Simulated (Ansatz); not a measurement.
**ScAl: strain energy, fitted**

ScAl, Pm-3m, a = 3.344 Å. The structure is a Materials Project entry; whether it is the stable form wasn't checked. Ansatz: PBEsol, PAW, 420 eV, Γ-centred 16×16×16 mesh on 2 atoms, Gaussian smearing 0.10 eV; no spin polarisation. Series: equal strain along all axes, cell held, atoms fixed by symmetry; x is the strain in per cent. y is the free energy over the unstrained cell, V0 = 18.704 Å³/atom.

```
x (%) y (meV/atom)
 -6.0             ?
 -4.0         77.69
 -2.0         18.32
  0.0          0.00
  2.0         15.92
  4.0         60.42
  6.0        128.91
```

Q: Fit y = c2 x² + c3 x³ to the other rows, turn c2 into a modulus, and predict the missing energy.

A: Least squares on the rows shown. y = 4.3345 x² − 0.12705 x³. In eV per unit strain² c2 is 43.34; the stiffness is B for this strain (E = 9/2 B V0 ε², shape held): 2 × 43.34 × 160.2 / (9 × 18.704) = 83 GPa. At x = -6.0 the fit asked for gives 183.48 meV/atom. The run gave 185.64 meV/atom, so the fit is 2.16 meV/atom too low, 1.2 % of the span of the series, against an rms of 0.43 meV/atom on the fitted rows. The row lies outside the fitted range. With a term in x⁴ added, a fit to the same known rows predicts 187.25 meV/atom, a smaller miss on the other side.